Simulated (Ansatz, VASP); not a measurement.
## One calculation of SnTe, two programs

The input INCAR:

```
SYSTEM = SnTe
ALGO = Normal
EDIFF = 1E-6
ENCUT = 520
GGA = PE
ISIF = 2
ISMEAR = -1
LASPH = .True.
LCHARG = .False.
LREAL = .False.
LWAVE = .False.
NBANDS = 17
NELM = 60
PREC = Accurate
SIGMA = 0.1
```

File KPOINTS:

```
k-points
0
Gamma
  13 13 13
  0 0 0
```

POSCAR

```
SnTe
1.0
    0.0000000000      2.6251657911      2.6251657911
    2.6251657911      0.0000000000      2.6251657911
    2.6251657911      2.6251657911      0.0000000000
Sn Te
1 1
Direct
    0.0000000000      0.0000000000      0.0000000000
    0.5000000000      0.5000000000      0.5000000000
```

Input for Ansatz:

```yaml
crystal:
  lattice:
    - [0.0, 2.6251657911, 2.6251657911]
    - [2.6251657911, 0.0, 2.6251657911]
    - [2.6251657911, 2.6251657911, 0.0]
  atoms:
    - { symbol: Sn, position: [0.0, 0.0, 0.0] }
    - { symbol: Te, position: [0.5, 0.5, 0.5] }
kpoints:
  mp_grid: { grid: [13, 13, 13] }
scf:
  occupations: { method: fermi_dirac, width: 0.1 }
hamiltonian:
  xc: pbe
  pseudopotentials: { kind: all_electron, datasets: crystal }
output:
  forces: true
  stress: true
  eigenvalues: true
```

Change from the starting cell: volume scaled by 0.55, crystal datasets.

Alike in both runs: task single point; functional PBE; k mesh 13 × 13 × 13; occupations fermi-dirac, width 0.1 eV; no spin polarisation.

|  | VASP | Ansatz |
| --- | --- | --- |
| version | VASP 6.6.1 | Ansatz 0.2.0 |
| potentials or method | VASP PAW PBE potentials, release 64 (Sn_d, Te) | all-electron PAW with datasets made for the crystal, scalar-relativistic |
| plane-wave cutoff (eV) | 520 | see its input |

Ansatz gave:

* pressure (GPa): 91.5

Q: Estimate VASP's values.

A: Pressure (GPa): 91.8.

Ansatz ran all-electron here, so the differences hold the error of VASP's frozen core and of both bases.

Caveats: the cell as given lies far from equilibrium; so large a pressure means that the cell lies far from this level's equilibrium, or that cutoff or potentials fall short (VASP). Spin-orbit coupling is left out, which matters for the levels of Te.
